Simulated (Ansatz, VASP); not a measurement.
# NaI: VASP beside Ansatz

File POSCAR:

```
NaI
1.0
    0.0000000000      3.2913139373      3.2296280417
    3.2296280417      0.0000000000      3.2296280417
    3.2296280417      3.2913139373      0.0000000000
Na I
1 1
Direct
    0.0000000000      0.0000000000      0.0000000000
    0.5000000000      0.5000000000      0.5000000000
```

File INCAR.step1:

```
ALGO     = Normal         # electronic algorithm
EDIFF    = 1E-4           # SCF threshold, eV
ENCUT    = 520            # plane-wave cutoff, eV
GGA      = PE             # functional
ISMEAR   = 0              # smearing method
LASPH    = T              # aspherical terms in the spheres
LCHARG   = F              # write CHGCAR
LREAL    = F              # projectors in reciprocal space
LWAVE    = T              # write WAVECAR
NBANDS   = 14             # bands
NELM     = 100            # most SCF steps
PREC     = Accurate       # precision mode
SIGMA    = 0.01           # smearing width, eV
```

Contents of INCAR.step2:

```
ALGO     = Normal         # electronic algorithm
EDIFF    = 1E-6           # SCF threshold, eV
ENCUT    = 520            # plane-wave cutoff, eV
ISIF     = 2              # what is computed and relaxed
ISMEAR   = 0              # smearing method
ISTART   = 1            
LASPH    = T              # aspherical terms in the spheres
LCHARG   = F              # write CHGCAR
LMIXTAU  = T            
LREAL    = F              # projectors in reciprocal space
LWAVE    = F              # write WAVECAR
METAGGA  = R2SCAN         # meta-GGA
NBANDS   = 14             # bands
NELM     = 100            # most SCF steps
PREC     = Accurate       # precision mode
SIGMA    = 0.01           # smearing width, eV
```

The input KPOINTS:

```
k-points
0
Gamma
  8 8 8
```

Input for Ansatz:

```yaml
crystal:
  lattice:
    - [0.0, 3.2913139373, 3.2296280417]
    - [3.2296280417, 0.0, 3.2296280417]
    - [3.2296280417, 3.2913139373, 0.0]
  atoms:
    - { symbol: Na, position: [0.0, 0.0, 0.0] }
    - { symbol: I, position: [0.5, 0.5, 0.5] }
kpoints:
  mp_grid: { grid: [8, 8, 8] }
  band_path:
    path:
      - [0.0, 0.0, 0.0]
      - [0.5, 0.0, 0.5]
      - [0.625, 0.25, 0.625]
      - [0.375, 0.375, 0.75]
      - [0.5, 0.5, 0.5]
      - [0.5, 0.25, 0.75]
    npoints: 1
hamiltonian:
  xc: r2scan
scf:
  occupations: { method: fixed }
  n_extra_bands: 4
output:
  forces: true
  stress: true
  eigenvalues: true
  write_density: true
  write_potential: true
  elf: true
  volumetric_format: npy
```

Change from the starting cell: uniaxial_y strain +1.9%.

Alike in both runs: task single point; functional r2SCAN; k mesh 8 × 8 × 8; no spin polarisation.

|  | VASP | Ansatz |
| --- | --- | --- |
| version | VASP 6.6.1 | Ansatz 0.2.0 |
| potentials or method | VASP PAW PBE potentials, release 64 (Na_pv, I) | plane waves, PAW |
| plane-wave cutoff (eV) | 520 | 500 |
| occupations | gaussian, width 0.01 eV | fixed |
| valence electrons in the cell | 14 | 26 |

Ansatz gave:

```
gap on the k mesh at the Fermi level (eV)       : 4.38
pressure (GPa)                                  : -0.3
largest component of the traceless stress (GPa) : 0.30
```

**Question.** What did VASP give for the same quantities?

**Answer.** gap on the k mesh at the Fermi level (eV): 4.39; pressure (GPa): -0.4; largest component of the traceless stress (GPa): 0.32.

The two sets of potentials don't hold the same shells in valence.

Caveats: the PAW data sets were made with another functional, which shifts forces and pressure a little (VASP); spin-orbit coupling is left out, which moves the levels of the heavy elements. A k mesh can miss the band edges.
